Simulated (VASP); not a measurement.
# TePb (Fm-3m) in VASP: notebook

The runs below take TePb through single point, with PBE.

Program: VASP 6.6.1. These are calculated values, not measurements. Logs are shortened: lines on timing, memory, paths and dates and some standing lists are left out, and cuts for length are marked.

### 1 The structure

Symmetry: Fm-3m, No. 225, cubic system. The conventional cell has a = 6.462 Å, b = 6.462 Å, c = 6.462 Å, α = 90.00°, β = 90.00°, γ = 90.00°. Pb (site symmetry m-3m) is surrounded by 6 Te at 3.23 Å. Te (site symmetry m-3m) has 6 Pb at 3.23 Å as nearest neighbours.

### 2 Single point, PBE

File INCAR:

```
SYSTEM = TePb
ADDGRID = .False.
ALGO = Normal
EDIFF = 1E-4
ENCUT = 460
GGA = PE
ISIF = 2
ISMEAR = 0
LASPH = .True.
LCHARG = .False.
LREAL = .False.
LWAVE = .False.
NELM = 100
PREC = Accurate
SIGMA = 0.05
```

File KPOINTS:

```
k-points
0
Gamma
  5 5 5
  0 0 0
```

File POSCAR:

```
TePb
1.0
    0.0000000000      3.2310000000      3.2310000000
    3.2310000000      0.0000000000      3.2310000000
    3.2310000000      3.2310000000      0.0000000000
Pb Te
1 1
Direct
   -0.0068530000      0.0005720000     -0.0056850000
    0.5279490000      0.4690950000      0.5208160000
```

Potentials or basis: VASP PAW PBE potentials, release 64 (Pb_d, Te).

Run with:

```sh
$ cat potpaw_PBE.64/Pb_d/POTCAR potpaw_PBE.64/Te/POTCAR > POTCAR
$ mpirun -np 1 vasp_std > vasp.out
```

OUTCAR:

```text
SYSTEM = TePb
   EDIFF = 1E-4
   ENCUT = 460
   GGA = PE
   ISIF = 2
   ISMEAR = 0
   LASPH = .True.
   LREAL = .False.
   NELM = 100
   PREC = Accurate

 Found     63 irreducible k-points:

 Following reciprocal coordinates:
            Coordinates               Weight
  0.000000  0.000000  0.000000      1.000000
  0.200000  0.000000  0.000000      2.000000
  0.000000  0.200000  0.000000      2.000000
  0.000000  0.000000  0.200000      2.000000
  0.200000  0.200000  0.200000      2.000000
  0.400000  0.000000  0.000000      2.000000
   k-points           NKPTS =     63   k-points in BZ     NKDIM =     63   number of bands    NBANDS=     14
   number of dos      NEDOS =    301   number of ions     NIONS =      2
   total plane-waves  NPLWV =  32768
   dimension x,y,z NGX =    32 NGY =   32 NGZ =   32
   dimension x,y,z NGXF=    64 NGYF=   64 NGZF=   64
   ions per type =               1   1
   NGX,Y,Z   is equivalent  to a cutoff of  11.64, 11.64, 11.64 a.u.
   NGXF,Y,Z  is equivalent  to a cutoff of  23.29, 23.29, 23.29 a.u.
 SYSTEM =  TePb
   PREC   = accura    normal or accurate (medium, high low for compatibility)
   ISTART =      0    job   : 0-new  1-cont  2-samecut
   ICHARG =      2    charge: 1-file 2-atom 10-const
   ISPIN  =      1    spin polarized calculation?
   LNONCOLLINEAR =      F non collinear calculations
   LSORBIT =      F    spin-orbit coupling
   LASPH  =      T    aspherical Exc in radial PAW
   ENCUT  =  460.0 eV  33.81 Ry    5.81 a.u.   7.99  7.99  7.99*2*pi/ulx,y,z
   NELM   =    100;   NELMIN=  2; NELMDL= -5     # of ELM steps
   EDIFF  = 0.1E-03   stopping-criterion for ELM
   LREAL  =      F    real-space projection
   EDIFFG = 0.1E-02   stopping-criterion for IOM
   NSW    =      0    number of steps for IOM
   IBRION =     -1    ionic relax: 0-MD 1-quasi-New 2-CG
   NFREE  =      0    steps in history (QN), initial steepest desc. (CG)
   ISIF   =      2    stress and relaxation
   ISYM   =      2    0-nonsym 1-usesym 2-fastsym
   POTIM  = 0.5000    time-step for ionic-motion
   TEBEG  =    0.0;   TEEND  =   0.0 temperature during run
   PSTRESS=    0.0 pullay stress
   NELECT =      20.0000    total number of electrons
   NUPDOWN=      -1.0000    fix difference up-down
   EMIN   =  10.00;   EMAX   =-10.00  energy-range for DOS
   EFERMI =   0.00;   METHOD = LEGACY
   ISMEAR =     0;   SIGMA  =   0.05  broadening in eV -4-tet -1-fermi 0-gaus
   EFERMI_NEDOS =   21; number of points for ismear=-14 and -15
   IALGO  =     38    algorithm
   IMIX   =      4    mixing-type and parameters
     AMIX     =   0.40;   BMIX     =  1.00
     AMIX_MAG =   1.60;   BMIX_MAG =  1.00
  volume/ion in A,a.u.               =      33.73       227.62
  Fermi-wavevector in a.u.,A,eV,Ry     =   1.091619  2.062861 16.213147  1.191633
  Thomas-Fermi vector in A             =   2.227868
   LORBIT       =      0    0 simple, 1 ext, 2 COOP (PROOUT), +10 PAW based schemes
   GGA     = PE    functional components
   LHFCALC =     F    Hartree Fock is set to
   AEXX    =    0.0000 exact exchange contribution
   IVDW    =     0    specifies the selected vdW correction
   LEPSILON=     F    determine dielectric tensor
   LRPA    =     F    only Hartree local field effects (RPA)
 non-spin polarized calculation
 Gauss-broadening in eV      SIGMA  =   0.05
  energy-cutoff  :      460.00
  volume of cell :       67.46
 maximum number of plane-waves:      1524
   NGX = 15   NGY = 15   NGZ = 15

 number of electron      20.0000001 magnetization

 Free energy of the ion-electron system (eV)
  ---------------------------------------------------
  ext. energy  EPLUGINS =         0.00000000
  ---------------------------------------------------
  free energy    TOTEN  =        -7.48937306 eV

  energy without entropy =       -7.48937306  energy(sigma->0) =       -7.48937306

 E-fermi :   5.7463     XC(G=0):  -9.2971

 val. band max:        5.4868221275   @ k =   0.2000   0.0000  -0.2000
 cond. band min:       6.7175342383   @ k =   0.0000   0.0000   0.4000
 fundamental gap:      1.2307121109
 Fermi energy:         5.7462611173

 k-point     1 :       0.0000    0.0000    0.0000
  band No.  band energies     occupation
      1     -11.0817      2.00000
      2     -11.0814      2.00000
      3     -11.0723      2.00000
      4     -11.0664      2.00000
      5     -11.0664      2.00000
      6      -6.4358      2.00000
      7       0.0598      2.00000
      8       4.2095      2.00000
      9       4.3030      2.00000
     10       4.3047      2.00000
     11       9.4962      0.00000
     12       9.4991      0.00000
     13       9.7714      0.00000
     14      11.4220      0.00000

 k-point     2 :       0.2000    0.0000    0.0000
  band No.  band energies     occupation
      1     -11.0867      2.00000
      2     -11.0861      2.00000
      3     -11.0694      2.00000
      4     -11.0628      2.00000
      5     -11.0609      2.00000
      6      -6.1004      2.00000
      7      -0.9339      2.00000
      8       4.3032      2.00000
      9       4.3946      2.00000
     10       4.7899      2.00000
     11       8.1462      0.00000
     12       8.4246      0.00000
     13       8.6188      0.00000
     14      11.3400      0.00000

 k-point     3 :       0.0000    0.2000    0.0000
  band No.  band energies     occupation
      1     -11.0868      2.00000
      2     -11.0861      2.00000
      3     -11.0692      2.00000
      4     -11.0629      2.00000
      5     -11.0609      2.00000
      6      -6.0994      2.00000
      7      -0.9375      2.00000
      8       4.3065      2.00000
      9       4.3942      2.00000
     10       4.7893      2.00000
     11       8.1446      0.00000
     12       8.4299      0.00000
     13       8.6235      0.00000
     14      11.3357      0.00000

 k-point     4 :       0.0000    0.0000    0.2000
  band No.  band energies     occupation
      1     -11.0870      2.00000
      2     -11.0861      2.00000
      3     -11.0690      2.00000
      4     -11.0631      2.00000
      5     -11.0609      2.00000
      6      -6.0981      2.00000
      7      -0.9424      2.00000
      8       4.3132      2.00000
      9       4.3910      2.00000
     10       4.7886      2.00000
     11       8.1434      0.00000
     12       8.4357      0.00000
     13       8.6298      0.00000
     14      11.3302      0.00000

 k-point     5 :       0.2000    0.2000    0.2000
  band No.  band energies     occupation
      1     -11.0869      2.00000
      2     -11.0861      2.00000
      3     -11.0692      2.00000
      4     -11.0630      2.00000
      5     -11.0609      2.00000
      6      -6.0989      2.00000
      7      -0.9392      2.00000
      8       4.3085      2.00000
      9       4.3934      2.00000
     10       4.7890      2.00000
     11       8.1441      0.00000
     12       8.4321      0.00000
     13       8.6257      0.00000
     14      11.3338      0.00000

 k-point     6 :       0.4000    0.0000    0.0000
  band No.  band energies     occupation
      1     -11.0962      2.00000
      2     -11.0943      2.00000
      3     -11.0673      2.00000
      4     -11.0538      2.00000
      5     -11.0509      2.00000
      6      -5.2709      2.00000
      7      -2.5526      2.00000
      8       4.5136      2.00000
      9       4.6451      2.00000
     10       5.3836      2.00000
     11       6.7360      0.00000
     12       7.1280      0.00000
     13       7.3026      0.00000
     14      12.9092      0.00000

 [... further k-points ...]

------------------------ aborting loop because EDIFF is reached ----------------------------------------

  FORCE on cell =-STRESS in cart. coord.  units (eV):
  Direction    XX          YY          ZZ          XY          YZ          ZX
  --------------------------------------------------------------------------------------
  -------------------------------------------------------------------------------------
  Total        0.9378940      1.6040019      0.9351704     -0.0064157      0.0042463     -0.0004310
  in kB       22.2752964     38.0955810     22.2106094     -0.1523759      0.1008504     -0.0102359
  external PRESSURE =      27.5271623 kB  Pullay stress =       0.0000000 kB

 VOLUME and BASIS-vectors are now :
 -----------------------------------------------------------------------------
  energy-cutoff  :      460.00
  volume of cell :       67.46
      direct lattice vectors                 reciprocal lattice vectors
     0.000000000  3.231000000  3.231000000    -0.154750851  0.154750851  0.154750851
     3.231000000  0.000000000  3.231000000     0.154750851 -0.154750851  0.154750851
     3.231000000  3.231000000  0.000000000     0.154750851  0.154750851 -0.154750851

 POSITION                                       TOTAL-FORCE (eV/Angst)
 -----------------------------------------------------------------------------------
      3.21448      6.42149      3.21071        -0.010874      0.200950      0.007293
      3.19840      3.38856      3.22145         0.010874     -0.200950     -0.007293
 -----------------------------------------------------------------------------------
    total drift:                               -0.000115      0.002286      0.000207

  FREE ENERGIE OF THE ION-ELECTRON SYSTEM (eV)
  ---------------------------------------------------
  free  energy   TOTEN  =        -7.4893730605 eV

  energy  without entropy=       -7.4893730605  energy(sigma->0) =       -7.48937306
```

It took 26 s on 1 thread of Intel Xeon Platinum 8488C (Sapphire Rapids), shared host; peak memory 0.2 GiB.

These settings aren't checked as converged: the numbers below hold their error.

What came out:

```yaml
Free_energy: -7.4894 eV
Pressure: 2.8 GPa
Largest_force: 0.201 eV/Å
Band_gap_on_the_k_mesh: 1.23 eV, indirect (least direct gap 1.31 eV)
```

Caveat: spin-orbit coupling is left out, which as a rule narrows the gap of such compounds by several tenths of an eV; an odd mesh through Γ misses points on the zone boundary, where band edges often lie.

### 3 Single point, PBE

INCAR, as its differences from that of step 2:

```diff
@@ -3,3 +3,3 @@
 ALGO = Normal
-EDIFF = 1E-4
+EDIFF = 1E-5
 ENCUT = 460
```

KPOINTS is that of step 2.

File POSCAR:

```
TePb
1.0
    0.0000000000      3.2310000000      3.2310000000
    3.2310000000      0.0000000000      3.2310000000
    3.2310000000      3.2310000000      0.0000000000
Pb Te
1 1
Direct
    0.0000000000      0.0000000000      0.0000000000
    0.5000000000      0.5000000000      0.5000000000
```

Potentials or basis: VASP PAW PBE potentials, release 64 (Pb_d, Te).

Run with:

```sh
$ cat potpaw_PBE.64/Pb_d/POTCAR potpaw_PBE.64/Te/POTCAR > POTCAR
$ mpirun -np 1 vasp_std > vasp.out
```

OUTCAR:

```text
SYSTEM = TePb
   EDIFF = 1E-5
   ENCUT = 460
   GGA = PE
   ISIF = 2
   ISMEAR = 0
   LASPH = .True.
   LREAL = .False.
   NELM = 100
   PREC = Accurate

 Found     10 irreducible k-points:

 Following reciprocal coordinates:
            Coordinates               Weight
  0.000000  0.000000  0.000000      1.000000
  0.200000  0.000000  0.000000      8.000000
  0.400000  0.000000  0.000000      8.000000
  0.200000  0.200000  0.000000      6.000000
  0.400000  0.200000  0.000000     24.000000
 -0.400000  0.200000  0.000000     24.000000
   k-points           NKPTS =     10   k-points in BZ     NKDIM =     10   number of bands    NBANDS=     14
   number of dos      NEDOS =    301   number of ions     NIONS =      2
   total plane-waves  NPLWV =  32768
   dimension x,y,z NGX =    32 NGY =   32 NGZ =   32
   dimension x,y,z NGXF=    64 NGYF=   64 NGZF=   64
   ions per type =               1   1
   NGX,Y,Z   is equivalent  to a cutoff of  11.64, 11.64, 11.64 a.u.
   NGXF,Y,Z  is equivalent  to a cutoff of  23.29, 23.29, 23.29 a.u.
 SYSTEM =  TePb
   PREC   = accura    normal or accurate (medium, high low for compatibility)
   ISTART =      0    job   : 0-new  1-cont  2-samecut
   ICHARG =      2    charge: 1-file 2-atom 10-const
   ISPIN  =      1    spin polarized calculation?
   LNONCOLLINEAR =      F non collinear calculations
   LSORBIT =      F    spin-orbit coupling
   LASPH  =      T    aspherical Exc in radial PAW
[... 71 lines left out ...]
     12       9.7018      0.00000
     13       9.7018      0.00000
     14      11.4195      0.00000
[... 71 lines left out ...]
      1     -11.1254      2.00000
      2     -11.1086      2.00000
      3     -11.0841      2.00000
      4     -11.0767      2.00000
      5     -11.0721      2.00000
      6      -4.8188      2.00000
      7      -2.7196      2.00000
      8       2.6697      2.00000
      9       4.1262      2.00000
     10       4.5062      2.00000
     11       7.7058      0.00000
     12       7.8406      0.00000
     13       9.7986      0.00000
     14      12.6554      0.00000

 [... further k-points ...]

------------------------ aborting loop because EDIFF is reached ----------------------------------------

  FORCE on cell =-STRESS in cart. coord.  units (eV):
  Direction    XX          YY          ZZ          XY          YZ          ZX
  --------------------------------------------------------------------------------------
  -------------------------------------------------------------------------------------
  Total        0.8912819      0.8912819      0.8912819      0.0000000      0.0000000      0.0000000
  in kB       21.1682424     21.1682424     21.1682424      0.0000000      0.0000000      0.0000000
  external PRESSURE =      21.1682424 kB  Pullay stress =       0.0000000 kB

 VOLUME and BASIS-vectors are now :
 -----------------------------------------------------------------------------
  energy-cutoff  :      460.00
  volume of cell :       67.46
      direct lattice vectors                 reciprocal lattice vectors
     0.000000000  3.231000000  3.231000000    -0.154750851  0.154750851  0.154750851
     3.231000000  0.000000000  3.231000000     0.154750851 -0.154750851  0.154750851
     3.231000000  3.231000000  0.000000000     0.154750851  0.154750851 -0.154750851

 POSITION                                       TOTAL-FORCE (eV/Angst)
 -----------------------------------------------------------------------------------
      0.00000      0.00000      0.00000         0.000000     -0.000000     -0.000000
      3.23100      3.23100      3.23100        -0.000000      0.000000      0.000000
 -----------------------------------------------------------------------------------
    total drift:                                0.000000     -0.000000     -0.000000

  FREE ENERGIE OF THE ION-ELECTRON SYSTEM (eV)
  ---------------------------------------------------
  free  energy   TOTEN  =        -7.5030168481 eV

  energy  without entropy=       -7.5030168481  energy(sigma->0) =       -7.50301685
```

OSZICAR:

```text
N       E                     dE             d eps       ncg     rms          rms(c)
DAV:   1     0.148586180480E+03    0.14859E+03   -0.88381E+03   286   0.127E+03
DAV:   2     0.415889069038E+01   -0.14443E+03   -0.14097E+03   286   0.323E+02
DAV:   3    -0.734275770780E+01   -0.11502E+02   -0.11235E+02   376   0.979E+01
DAV:   4    -0.761726592839E+01   -0.27451E+00   -0.27446E+00   344   0.190E+01
DAV:   5    -0.762440221972E+01   -0.71363E-02   -0.71363E-02   380   0.260E+00    0.341E+00
DAV:   6    -0.750463015059E+01    0.11977E+00   -0.28611E-01   380   0.436E+00    0.215E+00
DAV:   7    -0.750129879991E+01    0.33314E-02   -0.87711E-02   348   0.170E+00    0.912E-01
DAV:   8    -0.750293551389E+01   -0.16367E-02   -0.94818E-03   322   0.113E+00    0.159E-01
DAV:   9    -0.750298304905E+01   -0.47535E-04   -0.10073E-03   380   0.359E-01    0.497E-02
DAV:  10    -0.750300758020E+01   -0.24531E-04   -0.11654E-04   292   0.902E-02    0.251E-02
DAV:  11    -0.750301684808E+01   -0.92679E-05   -0.33197E-05   328   0.492E-02
   1 F= -.75030168E+01 E0= -.75030168E+01  d E =-.159152E-11
```

Run time: 8.2 s. Hardware: 1 thread of Intel Xeon Platinum 8488C (Sapphire Rapids), shared host; peak memory 0.17 GiB.

These settings aren't checked as converged: the numbers below hold their error.

Results:

```
Free energy : -7.5030 eV
Pressure    : 2.1 GPa
```

Caveat: this odd mesh misses L, where the gap lies, so gap, dielectric constants and Born charges aren't listed.

### 4 For comparison

An earlier run on the cell as given: functional PBEsol; potentials or basis VASP PAW PBE potentials, release 64 (Pb_d, Te); cutoff 520 eV; k mesh 7 × 7 × 7; occupations fermi-dirac, width 0.05 eV; no spin polarisation.

* Pressure: -0.4 GPa
